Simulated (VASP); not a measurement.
## GeSe: relaxation of cell and atoms with PBE+D3(BJ)

Crystal: GeSe.

```
CELL_PARAMETERS angstrom
10.79000 0.00000 0.00000
0.00000 3.82000 0.00000
0.00000 0.00000 4.38000
ATOMIC_POSITIONS crystal
Ge 0.12100 0.75000 0.89400
Ge 0.62100 0.75000 0.60600
Ge 0.37900 0.25000 0.39400
Ge 0.87900 0.25000 0.10600
Se 0.85200 0.75000 0.49700
Se 0.35200 0.75000 0.00300
Se 0.64800 0.25000 0.99700
Se 0.14800 0.25000 0.50300
```

```json
{"Program": "VASP 6.6.1", "Task": "relaxation of cell and atoms", "Functional": "PBE", "Dispersion": "D3(BJ)", "Potentials or basis": "VASP PAW PBE potentials, release 64 (Ge_d, Se)", "Cutoff": "600 eV", "k mesh": "4 × 8 × 6", "Occupations": "gaussian, width 0.03 eV", "Spin": "no spin polarisation", "Further INCAR settings": "ALGO = Normal; EDIFF = 1e-06; IBRION = 2; EDIFFG = -0.01; NSW = 90; ISIF = 3"}
```

```json
{
  "Relaxed volume": "23.52 Å³/atom",
  "Relaxed cell": "a = 10.960 Å, b = 3.882 Å, c = 4.423 Å, α = 90.00°, β = 90.00°, γ = 90.00°",
  "Space group after relaxing (to 0.05 Å)": "Pnma (No. 62)",
  "Energy gained by relaxing": "11.7 meV/atom",
  "Ionic steps": "25",
  "Pressure after relaxing": "0.0 GPa",
  "Largest force after relaxing": "0.010 eV/Å",
  "Band gap on the k mesh": "0.71 eV, indirect (least direct gap 0.89 eV)",
  "Dispersion energy per atom": "-0.358 eV"
}
```

Forces on the atoms (eV/Å):
```
Ge   0.007  0.000 -0.007
Ge   0.007  0.000  0.007
Ge  -0.007  0.000 -0.007
Ge  -0.007  0.000  0.007
Se   0.005  0.000  0.007
Se   0.005  0.000 -0.007
Se  -0.005  0.000  0.007
Se  -0.005  0.000 -0.007
```

The path:
| step | energy change (eV) | largest force (eV/Å) | pressure (GPa) | volume (Å³) |
| --- | --- | --- | --- | --- |
| 1 | 0.0000 | 0.2543 | 3.31 | 180.53 |
| 2 | -0.0416 | 0.2877 | -2.39 | 193.00 |
| 3 | -0.0841 | 0.1310 | -0.08 | 187.88 |
| 4 | -0.0841 | 0.1262 | -0.02 | 187.73 |
| 5 | -0.0878 | 0.0880 | 0.00 | 187.88 |
| 6 | -0.0900 | 0.0458 | 0.02 | 188.07 |
| 7 | -0.0901 | 0.0431 | 0.06 | 188.10 |
| 8 | -0.0912 | 0.0347 | -0.05 | 188.44 |
| 9 | -0.0912 | 0.0360 | -0.21 | 188.86 |
| 10 | -0.0914 | 0.0347 | -0.19 | 188.67 |
| 11 | -0.0920 | 0.0429 | 0.00 | 188.33 |
| 12 | -0.0921 | 0.0472 | 0.14 | 188.14 |
| 13 | -0.0926 | 0.0377 | 0.09 | 188.16 |
| 14 | -0.0932 | 0.0185 | 0.04 | 188.20 |
| 15 | -0.0934 | 0.0170 | -0.06 | 188.33 |
| 16 | -0.0934 | 0.0168 | -0.04 | 188.37 |
| 17 | -0.0934 | 0.0168 | -0.09 | 188.43 |
| 18 | -0.0935 | 0.0168 | -0.04 | 188.34 |
| 19 | -0.0936 | 0.0184 | 0.02 | 188.17 |
| 20 | -0.0936 | 0.0183 | 0.11 | 188.14 |
| 21 | -0.0936 | 0.0183 | -0.02 | 188.16 |
| 22 | -0.0936 | 0.0183 | 0.06 | 188.15 |
| 23 | -0.0937 | 0.0132 | 0.01 | 188.18 |
| 24 | -0.0937 | 0.0124 | -0.02 | 188.22 |
| 25 | -0.0938 | 0.0096 | 0.01 | 188.18 |

Final structure:
```xyz
8
Lattice="10.9597 0.0000 0.0000 0.0000 3.8818 0.0000 0.0000 0.0000 4.4232" Properties=species:S:1:pos:R:3 pbc="T T T"
Ge    1.3473    2.9114    3.9370
Ge    6.8272    2.9114    2.6977
Ge    4.1326    0.9705    1.7255
Ge    9.6124    0.9705    0.4861
Se    9.3651    2.9114    2.2056
Se    3.8853    2.9114    0.0060
Se    7.0745    0.9705    4.4172
Se    1.5946    0.9705    2.2176
```

Levels at points of the mesh, in eV from the valence-band top:
```csv
k point,band 37,band 38,band 39,band 40,band 41,band 42,band 43,band 44
"(0.00, 0.00, 0.00)",-1.38,-1.07,-0.82,-0.18,0.71,2.65,2.69,2.69
"(0.50, 0.00, 0.00)",-1.67,-1.67,-0.44,-0.44,2.37,2.37,2.42,2.42
"(0.00, 0.50, 0.00)",-1.38,-1.38,-1.18,-1.18,1.12,1.12,1.23,1.23
"(0.50, 0.50, 0.00)",-1.50,-1.50,-1.50,-1.50,1.50,1.50,1.50,1.50
"(0.00, 0.00, 0.50)",-0.96,-0.96,-0.39,-0.39,1.24,1.24,1.94,1.94
"(0.50, 0.00, 0.50)",-0.57,-0.57,-0.52,-0.52,1.29,1.29,1.93,1.93
"(0.00, 0.50, 0.50)",-2.14,-2.14,-1.51,-1.51,2.86,2.86,3.23,3.23
"(0.50, 0.50, 0.50)",-1.46,-1.46,-1.46,-1.46,2.57,2.57,2.57,2.57
```

Run time: 67 min on 2 MPI ranks on Intel(R) Xeon(R) Platinum 8375C CPU @ 2.90GHz (Ice Lake), with other jobs on the host, peak memory 0.66 GiB a rank.

A k mesh can miss the band edges. Zero-point motion and thermal expansion aren't in these numbers.
